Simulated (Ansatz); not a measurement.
# SnO: the cost of one run

Computed with Ansatz 0.2.0 (DFT PBE, scalar-relativistic, plane waves, PAW, unless a step's input says otherwise).

### 1 The starting structure

Symmetry: P4/nmm, No. 129, tetragonal system. The conventional cell has a = 3.802 Å, b = 3.802 Å, c = 4.836 Å, α = 90.00°, β = 90.00°, γ = 90.00°. Sn (site symmetry 4mm) is surrounded by 4 O at 2.22 Å. O (site symmetry -4m2) has 4 Sn at 2.22 Å in its first shell of neighbours.

Structure file:

```
Sn O
1.0
     3.80200    0.00000    0.00000
     0.00000    3.80200    0.00000
     0.00000    0.00000    4.83600
Sn O
2 2
Direct
  0.00000 0.50000 0.23850
  0.50000 0.00000 0.76150
  0.00000 0.00000 0.00000
  0.50000 0.50000 0.00000
```

No relaxation comes first: the listed cell is the starting point.

### 2 Zero of energy

The reference gives a free energy of -13183.3549 eV, pressure 4.19 GPa, largest force 0.352 eV/Å and gap on the mesh none (metal). It was computed beforehand with the settings of the runs below.

### 3 The scan: a strain scan

The cell is strained by ε times the Voigt pattern (0, 0, 0, 0, 0, 1) (xx, yy, zz, yz, xz, xy; engineering shear), with fractional coordinates fixed (clamped ions). The stress on the pattern is the sum of the stress components weighted by it, tension positive.

### 4 At ε = -0.0400

input.yaml

```yaml
crystal:
  lattice:
    - [3.802, -0.07604, 0.0]
    - [-0.07604, 3.802, 0.0]
    - [0.0, 0.0, 4.836]
  atoms:
    - { symbol: Sn, position: [0.0, 0.5, 0.2385] }
    - { symbol: Sn, position: [0.5, 0.0, 0.7615] }
    - { symbol: O, position: [0.0, 0.0, 0.0] }
    - { symbol: O, position: [0.5, 0.5, 0.0] }
basis:
  ecutwfc: 420
kpoints:
  mp_grid: { grid: [12, 12, 10] }
hamiltonian:
  xc: pbe
scf:
  occupations: { method: gaussian, width: 0.15 }
output:
  forces: true
  stress: true
  eigenvalues: true
  write_density: true
  write_potential: true
  elf: true
  volumetric_format: npy
```

Command:

```sh
> ansatz run input.yaml --threads 1 --pin off --max-ram 2560MiB --backend cpu --events-out ev --progress --plain --runs-dir out
```

What time and memory should one allow on 1 thread of Intel Xeon at 2.50GHz (Skylake/Cascade Lake), shared host?

About 61 s, with a peak of 0.58 GiB.
